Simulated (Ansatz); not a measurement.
Wanted: an ASE script for an Ansatz 0.2.0 run.

- Task: electron localisation function
- Functional: m-r2SCAN
- Dispersion: D3(BJ)
- Potentials or basis: Ansatz PAW
- Cutoff: 500 eV
- Density cutoff: 2000 eV
- k mesh: 7 × 7 × 4
- Occupations: fermi-dirac, width 0.05 eV
- Spin: no spin polarisation
- Driver: chain

The structure of Sc lies in POSCAR:

```
Sc
1.0
    3.3039940000     -0.0426270000      0.0198990000
   -1.6889130000      2.8625610000      0.0100630000
    0.0317110000      0.0368260000      5.3280510000
Sc
2
Direct
    0.6666666667      0.3333333333      0.7500000000
    0.3333333333      0.6666666667      0.2500000000
```

The cell isn't the ideal one: cell strained at random at fixed volume.

One way to write it, as run:

run.py

```python
import json

import ase.io
import numpy as np

import ansatz as az

atoms = ase.io.read("POSCAR", format="vasp")

calculation = (
    az.Crystal.from_ase(atoms)
    .calculation()
    .kpoints(7, 7, 4)
    .functional("mr2scan", dispersion="d3bj")
    .pseudopotentials(kind="paw")
    .occupations(method="fermi_dirac", width=0.05)
    .density()
    .potential()
    .output_files(volumetric_format="npy")
    .electron_localization_function()
    .forces()
    .stress()
    .band_table(publish=True)
)
outcome = calculation.run(threads=2, events_out="events.jsonl")

report = outcome.report
for line in open("events.jsonl"):
    event = json.loads(line)
    if event["event"] == "scf_iter":
        d = event["data"]
        print(f"SCF {d['iter']:3d}  HF = {d['harris_foulkes_ev']:.6f} eV  dr2 = {d['dr2_ev']:.2e} eV")
    elif event["event"] in ("relax_step", "md_step"):
        d = event["data"]
        print(f"{event['event']} {d['step']:3d}  E = {d['lagrangian_ev']:.6f} eV")
np.set_printoptions(precision=5, suppress=True, linewidth=110)
print("converged:", report["converged"], "after", report["n_iterations"], "iterations")
print(f"free energy {report['free_energy_ev']:.6f} eV, Fermi level {report['fermi_energy_ev']:.4f} eV")
for key in ("band_edges_ev", "magnetization_mub", "site_moments_mub", "site_moments_nc_mub", "forces_ev_ang",
                "stress_gpa"):
    if report.get(key) is not None:
        print(key, np.array(report[key]), sep="\n")
```

Potentials or basis: Ansatz PAW.

The run is started by

```console
$ python run.py
```

Results of the run:

```yaml
Pressure: -1.3 GPa
Largest_force: 0.051 eV/Å
Band_gap_on_the_k_mesh: none (metal or under the smearing width)
```

Caveat: the PAW data sets were made with another functional, which shifts forces and pressure a little; pairwise dispersion overbinds metals, which lowers pressure and volume; the dispersion damping was fitted for another functional or another form of the correction.

Run time: 7.1 s on 2 threads of Arm Neoverse V1 (shared host), peak memory 0.61 GiB.
